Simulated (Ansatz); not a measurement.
Te2Mo:

```xyz
12
Lattice="6.3300 0.0000 0.0000 0.0000 3.4690 0.0000 -0.9468 0.0000 13.8276" Properties=species:S:1:pos:R:3 pbc="T T T"
Te    5.4013    2.6018    8.3588
Te   -0.0181    0.8672    5.4688
Te    4.9099    0.8672   11.7728
Te    0.4733    2.6018    2.0548
Te    1.7550    2.6018   12.3826
Te    3.6282    0.8672    1.4450
Te    2.1916    0.8672    8.9658
Te    3.1917    2.6018    4.8618
Mo    4.2299    2.6018   13.7253
Mo    1.1533    0.8672    0.1023
Mo    3.8493    0.8672    6.8225
Mo    1.5339    2.6018    7.0051
```

```yaml
Program: Ansatz 0.2.0
Task: relaxation of cell and atoms
Functional: PBEsol
Dispersion: D3(BJ)
Potentials_or_basis: Ansatz PAW
Cutoff: "420 eV (not typed: the program's choice for these potentials)"
k_mesh: 4 × 8 × 2
Occupations: fermi-dirac, width 0.05 eV
Spin: no spin polarisation
```

At the start: volume 25.30 Å³/atom.

Problem. How do energy, volume and symmetry change on relaxing?

Solution. It ends after 8 steps and the volume is 22.92 Å³/atom (-9.4 %); space group P2_1/m (No. 11, to 0.05 Å).

The path:
| step | energy change (eV) | largest force (eV/Å) | volume (Å³) |
| --- | --- | --- | --- |
| 1 | 0.0000 | 0.2267 | 303.64 |
| 2 | -0.0153 | 0.9772 | 264.67 |
| 3 | -0.4248 | 0.3959 | 275.46 |
| 4 | -0.4580 | 0.2033 | 277.14 |
| 5 | -0.4672 | 0.0917 | 275.16 |
| 6 | -0.4686 | 0.0182 | 275.06 |
| 7 | -0.4686 | 0.0035 | 275.05 |
| 8 | -0.4633 | 0.0035 | 275.05 |

Final structure:
```yaml
crystal:
  lattice:
    - [6.26874, 0.00000, -0.00812]
    - [0.00000, 3.41742, 0.00000]
    - [-0.95537, 0.00000, 12.84050]
  atoms:
    - { symbol: Te, position: [0.94835, 0.75000, 0.60905] }
    - { symbol: Te, position: [0.05165, 0.25000, 0.39095] }
    - { symbol: Te, position: [0.90370, 0.25000, 0.84052] }
    - { symbol: Te, position: [0.09630, 0.75000, 0.15948] }
    - { symbol: Te, position: [0.41134, 0.75000, 0.89147] }
    - { symbol: Te, position: [0.58866, 0.25000, 0.10853] }
    - { symbol: Te, position: [0.44388, 0.25000, 0.65875] }
    - { symbol: Te, position: [0.55612, 0.75000, 0.34125] }
    - { symbol: Mo, position: [0.81705, 0.75000, 0.99190] }
    - { symbol: Mo, position: [0.18295, 0.25000, 0.00810] }
    - { symbol: Mo, position: [0.68079, 0.25000, 0.49391] }
    - { symbol: Mo, position: [0.31921, 0.75000, 0.50609] }
```

Caveat: the plane-wave basis is chosen anew once the cell has moved, so the energies of steps on either side of that aren't comparable; the PAW data sets come from PBE, with cores solved anew for the run's functional, which leaves a small shift of forces and pressure.
